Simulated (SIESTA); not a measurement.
Crystal: HfO2.

```
Hf O
1.0
     5.11800    0.00000    0.00000
     0.00000    5.18570    0.00000
    -0.85866    0.00000    5.21387
Hf O
4 8
Direct
  0.27550 0.46030 0.70800
  0.72450 0.96030 0.79200
  0.72450 0.53970 0.29200
  0.27550 0.03970 0.20800
  0.07420 0.16840 0.84670
  0.92580 0.66840 0.65330
  0.92580 0.83160 0.15330
  0.07420 0.33160 0.34670
  0.44870 0.74190 0.98010
  0.55130 0.24190 0.51990
  0.55130 0.25810 0.01990
  0.44870 0.75810 0.48010
```

Base run:

| Quantity | Value |
| --- | --- |
| Program | SIESTA 5.4.2 |
| Functional | PBE |
| Potentials or basis | SG15 1.2 (PBE files) or PseudoDojo by element |
| Basis | DZP (energy shift 0.002 Ry) |
| Grid cutoff | 800 Ry |
| Energy shift | 0.002 Ry |
| k mesh | 5 × 5 × 5 |
| Occupations | fermi-dirac, width 0.05 eV |
| Spin | no spin polarisation |

Its results: band gap on the k mesh 3.47 eV, indirect (least direct gap 3.55 eV); pressure -2.9 GPa; largest force 0.503 eV/Å.

The run is repeated on the same cell with these changes: potentials or basis from SG15 1.2 (PBE files) or PseudoDojo by element to PseudoDojo 0.4 standard (PBE files); basis from DZP (energy shift 0.002 Ry) to SZ (energy shift 0.002 Ry); valence electrons from 152 to 96. What comes out?

Band gap on the k mesh 3.41 eV, indirect (least direct gap 3.50 eV); pressure 3.7 GPa; largest force 0.724 eV/Å.

Caveats: spin-orbit coupling is left out, which moves the levels of the heavy elements; the basis of atomic orbitals isn't converged, which shifts pressures, moduli and gaps; semicore shells carry a single zeta, which can move pressures by several GPa and volumes by a few percent (some runs); the basis has no polarisation orbitals (some runs); short orbitals over semicore shells can move pressures by several GPa (some runs).

A k mesh can miss the band edges.

Not every run made on this cell is shown here.
